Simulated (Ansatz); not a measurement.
System: In (fcc type), 1 atom in the cell.

The calculation used PBE, all-electron LAPW, point nucleus (Ansatz 0.2.0 development build).

k-mesh 4×4×4 Γ-centred; Fermi–Dirac smearing of 0.15 eV; no spin polarisation; no spin–orbit coupling.

```
In
1.0
     0.00000    2.39570    2.39570
     2.39570    0.00000    2.39570
     2.39570    2.39570    0.00000
In
1
Cartesian
  0.0000 0.0000 0.0000
```

Q: Is the cell under compression or tension, and by how much?

A: The pressure is 2.39 GPa, so at these settings the cell is compressed and would expand.

The k-mesh is coarse, so these values belong to this mesh and can lie far from the converged ones. This cubic structure is a model: it isn't the usual form of the substance at ambient conditions, and such phases are metastable or hypothetical.
